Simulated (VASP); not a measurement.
**VASP 6.6.1 run: SrTiO3**

INCAR

```
LDAUU = 0 6.0 0
NBANDS = 28
LDAUL = -1 2 -1
LREAL = .FALSE.
LMAXMIX = 4
LDAUTYPE = 2
EDIFF = 1E-7
SIGMA = 0.02
LDAU = .TRUE.
PREC = High
IBRION = -1
ISIF = 2
LASPH = .FALSE.
LWAVE = .FALSE.
LCHARG = .FALSE.
ENCUT = 520
ISMEAR = -1
NSW = 0
GGA = PE
NELM = 65
LDAUJ = 0 0 0
```

KPOINTS

```
KPOINTS created by Atomic Simulation Environment
0
Gamma
6 6 6
0 0 0
```

POSCAR

```
Sr Ti O
 1.0000000000000000
     4.0631255615999997    0.0000000000000000    0.0000000000000000
     0.0000000000000000    4.0631255615999997    0.0000000000000000
     0.0000000000000000    0.0000000000000000    3.8235624553999998
 Sr  Ti  O
   1   1   3
Cartesian
  0.0000000000000000  0.0000000000000000  0.0000000000000000
  2.0315627807999999  2.0315627807999999  1.9117812277000004
  2.0315627807999999  2.0315627807999999  0.0000000000000000
  2.0315627807999999  0.0000000000000000  1.9117812277000004
  0.0000000000000000  2.0315627807999999  1.9117812277000004
```

The recommended PBE PAW datasets give the neutral cell 40 valence electrons.

Command

```
mpirun -np 1 vasp_std
```

Problem. How does this run end, and what does it give?

Solution. It converged. Results: gap between bands v and c on the k mesh 2.47 eV; least direct gap on the k mesh 2.92 eV; pressure 0.9 GPa. Band v is the last that the valence electrons fill when counted band by band, and c is the next.

OSZICAR

```
N       E                     dE             d eps       ncg     rms          rms(c)
DAV:   1     0.433208561291E+03    0.43321E+03   -0.21215E+04  2240   0.157E+03
DAV:   2    -0.547503588732E+01   -0.43868E+03   -0.42202E+03  2664   0.433E+02
DAV:   3    -0.460843033251E+02   -0.40609E+02   -0.40355E+02  3112   0.131E+02
DAV:   4    -0.479168248654E+02   -0.18325E+01   -0.18281E+01  3412   0.241E+01
DAV:   5    -0.479714033891E+02   -0.54579E-01   -0.54566E-01  3196   0.327E+00    0.252E+01
DAV:   6    -0.357642244476E+02    0.12207E+02   -0.55632E+01  3336   0.642E+01    0.134E+01
DAV:   7    -0.360512036677E+02   -0.28698E+00   -0.60238E+00  2920   0.127E+01    0.955E+00
DAV:   8    -0.361181799967E+02   -0.66976E-01   -0.19727E+00  2760   0.102E+01    0.309E+00
DAV:   9    -0.360444222015E+02    0.73758E-01   -0.28577E-01  2824   0.418E+00    0.967E-01
DAV:  10    -0.360446770938E+02   -0.25489E-03   -0.92313E-02  3004   0.239E+00    0.273E-01
DAV:  11    -0.360440261935E+02    0.65090E-03   -0.76299E-03  2764   0.610E-01    0.140E-01
DAV:  12    -0.360440440504E+02   -0.17857E-04   -0.34357E-04  2864   0.166E-01    0.838E-02
DAV:  13    -0.360441061879E+02   -0.62137E-04   -0.19243E-04  2660   0.994E-02    0.222E-02
DAV:  14    -0.360441037159E+02    0.24720E-05   -0.42673E-05  2964   0.661E-02    0.121E-02
DAV:  15    -0.360441050561E+02   -0.13402E-05   -0.86219E-06  2716   0.313E-02    0.656E-03
DAV:  16    -0.360441047119E+02    0.34413E-06   -0.13473E-06  3020   0.121E-02    0.357E-03
DAV:  17    -0.360441047719E+02   -0.60003E-07   -0.37626E-07  2336   0.408E-03
   1 F= -.36044105E+02 E0= -.36044105E+02  d E =-.399724E-10
```

Standard output (part)

```
POSCAR found type information on POSCAR SrTiO
 POSCAR found :  3 types and       5 ions
 LDA part: xc-table for (Slater+PW92), standard interpolation
 POSCAR, INCAR and KPOINTS ok, starting setup
 WAVECAR not read
 entering main loop
```

For comparison, a separate PBE run of the intended cell, on usual settings and not on those above, gives a gap of 1.67 eV on its mesh and a pressure of -4.0 GPa.
